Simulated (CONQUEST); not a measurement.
The system is PbS.

```
Pb S
1.0
     4.15991    0.00000    0.00000
     0.00000    4.27932    0.00000
     0.00000    0.00000   11.98259
Pb S
4 4
Direct
  0.00763 0.24860 0.12731
  0.50763 0.24860 0.62731
  0.49267 0.75282 0.36904
  0.99267 0.75282 0.86904
  0.01466 0.24715 0.34982
  0.51466 0.24715 0.84983
  0.49313 0.75218 0.14507
  0.99313 0.75218 0.64507
```

The cell comes from a database or a generator and needn't be the stable form of this composition.

The cell isn't the ideal one: atoms moved at random, drawn with an rms of 0.05 Å.

Base run:

| Property | Result |
| --- | --- |
| Program | CONQUEST 1.3 |
| Functional | PBE |
| Potentials or basis | PseudoDojo NC PBE, DZP, grid cutoff 100 Ha |
| k mesh | 7 × 6 × 3 |
| Occupations | fermi-dirac, width 0.05 eV |
| Spin | no spin polarisation |

Its results: band gap on the k mesh 1.12 eV; pressure 2.1 GPa; largest force 0.440 eV/Å.

**Question.** The run is repeated on the same cell with these changes: potentials or basis from PseudoDojo NC PBE, DZP, grid cutoff 100 Ha to PseudoDojo NC PBE, SZP, grid cutoff 120 Ha. What comes out?

**Answer.** Band gap on the k mesh 1.06 eV; pressure 2.8 GPa; largest force 0.645 eV/Å.

Caveats: spin-orbit coupling is left out, which as a rule narrows the gap of such compounds by several tenths of an eV; an odd mesh through Γ misses points on the zone boundary, where band edges often lie; the basis of atomic orbitals isn't converged, which shifts pressures, moduli and gaps; the box holds several primitive cells, so bands are folded and the points are those of the box's own zone (some runs); the atomic basis is small (some runs).
